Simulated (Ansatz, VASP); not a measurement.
Given: the input of a run of VASP 6.6.1 on K.

The input INCAR:

```
SYSTEM = K
PREC     = Accurate       ! precision mode
ENCUT    = 520            ! plane-wave cutoff, eV
EDIFF    = 1E-7           ! SCF threshold, eV
ISMEAR   = 0              ! smearing method
SIGMA    = 0.05           ! smearing width, eV
LREAL    = .False.        ! projectors in reciprocal space
LASPH    = .True.         ! aspherical terms in the spheres
NELM     = 80             ! most SCF steps
ALGO     = Normal         ! electronic algorithm
ISIF     = 2              ! what is computed and relaxed
LWAVE    = .False.        ! write WAVECAR
LCHARG   = .False.        ! write CHGCAR
GGA      = RP             ! functional
```

File KPOINTS:

```
Automatic mesh
0
Gamma
  7 7 7
  0 0 0
```

The input POSCAR:

```
K
1.0
   -2.6975585167      2.6975585167      2.6975585167
    2.6975585167     -2.6975585167      2.6975585167
    2.6975585167      2.6975585167     -2.6975585167
K
1
Cartesian
    0.0000000000      0.0000000000      0.0000000000
```

Potentials or basis: VASP PAW PBE potentials, release 54 (K_sv).

Run with:

```console
$ cat potpaw_PBE.54/K_sv/POTCAR > POTCAR
$ mpirun -np 1 vasp_std > vasp.out
```

**Question.** Set up the same calculation for Ansatz 0.2.0. Potentials there: Ansatz PAW.

**Answer.** As run (the cutoff follows the program's own potentials):

The input input.yaml:

```yaml
crystal:
  lattice:
    - [-2.6975585167, 2.6975585167, 2.6975585167]
    - [2.6975585167, -2.6975585167, 2.6975585167]
    - [2.6975585167, 2.6975585167, -2.6975585167]
  atoms:
    - { symbol: K, position: [0.0, 0.0, 0.0] }
hamiltonian:
  xc: rpbe
  pseudopotentials: { kind: paw }
kpoints:
  mp_grid: { grid: [7, 7, 7] }
scf:
  occupations: { method: gaussian, width: 0.05 }
output:
  forces: true
  stress: true
  eigenvalues: true
```

Potentials or basis: Ansatz PAW.

Launch:

```bash
$ ansatz run input.yaml --threads 1 --pin off --max-ram 3584MiB --backend cpu --events-out ev --progress --plain --runs-dir out
```

Both were run:

|  | VASP | Ansatz | Ansatz less VASP |
| --- | --- | --- | --- |
| gap on the k mesh at the Fermi level (eV) | none | none | - |
| pressure (GPa) | 0.1 | 0.1 | +0.01 |

A gap of «none» marks a metal or a gap that the smearing closes.

Caveats: the PAW data sets were made with another functional, which shifts forces and pressure a little (VASP); the PAW data sets come from PBE, with cores solved anew for the run's functional, which leaves a small shift of forces and pressure (Ansatz).
